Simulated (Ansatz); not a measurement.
# ZrC: the cost of one run

Program: Ansatz 0.2.0. Level of theory: DFT PBE, scalar-relativistic, plane waves, PAW. These are calculated values, not measurements.

2 further runs of the same task are left out: 2 that didn't finish. Runs told in other sessions of the task aren't counted.

## Step 1: The starting structure

The structure is tetragonal, space group P4/nmm (No. 129). Conventional cell: a = 4.243 Å, b = 4.243 Å, c = 3.112 Å, α = 90.00°, β = 90.00°, γ = 90.00°. Around Zr (site symmetry 4mm) lie 4 C at 2.24 Å. Around C (site symmetry -4m2) lie 4 Zr at 2.24 Å.

Coordinates:

```cif
data_structure
_symmetry_space_group_name_H-M 'P4/nmm:1'
_symmetry_Int_Tables_number 129
_cell_length_a 4.2426
_cell_length_b 4.2426
_cell_length_c 3.1124
_cell_angle_alpha 90.000
_cell_angle_beta 90.000
_cell_angle_gamma 90.000
_cell_volume 56.02
loop_
_atom_site_label
_atom_site_type_symbol
_atom_site_symmetry_multiplicity
_atom_site_Wyckoff_symbol
_atom_site_fract_x
_atom_site_fract_y
_atom_site_fract_z
_atom_site_occupancy
Zr1 Zr 2 c 0.50000 0.00000 0.22827 1
C1 C 2 a 0.00000 0.00000 0.00000 1
```

This cell comes from an earlier session at PBE: 14.005 Å³/atom at -0.01 GPa, on a 8×8×12 mesh.

The changes: atom 4 (C) moved 0.05 Å along y; atom 2 (Zr) moved 0.02 Å along x; strain e2 = -0.01, atoms carried along; strain e1 = -0.02, atoms carried along; all atoms moved at random (σ = 0.06 Å), cell strained at random (1 %); all atoms moved at random (σ = 0.15 Å), cell strained at random (1 %).

## Step 2: Atom 4 (C) moved 0.05 Å along y

Contents of input.yaml:

```yaml
crystal:
  lattice:
    - [4.2425692316, 0.0, 0.0]
    - [0.0, 4.2425692316, 0.0]
    - [0.0, 0.0, 3.1123587551]
  atoms:
    - { symbol: Zr, position: [0.5, 0.0, 0.2282707802] }
    - { symbol: Zr, position: [0.0, 0.5, 0.7717292198] }
    - { symbol: C, position: [0.0, 0.0, 0.0] }
    - { symbol: C, position: [0.5, 0.5117853115, 0.0] }
basis:
  ecutwfc: 420
  ecutrho_ratio: 4
kpoints:
  mp_grid: { grid: [8, 8, 12] }
hamiltonian:
  xc: pbe
scf:
  occupations: { method: gaussian, width: 0.05 }
output:
  forces: true
  stress: true
  eigenvalues: true
  write_density: true
  write_potential: true
  elf: true
  volumetric_format: npy
```

Launch:

```bash
$ ansatz run input.yaml --threads 2 --pin off --max-ram 2662MiB --backend cpu --events-out ev --progress --plain --runs-dir out
```

What time and memory should one allow on 2 threads of Arm Neoverse V2, shared host?

About 21 s, with a peak of 0.54 GiB.
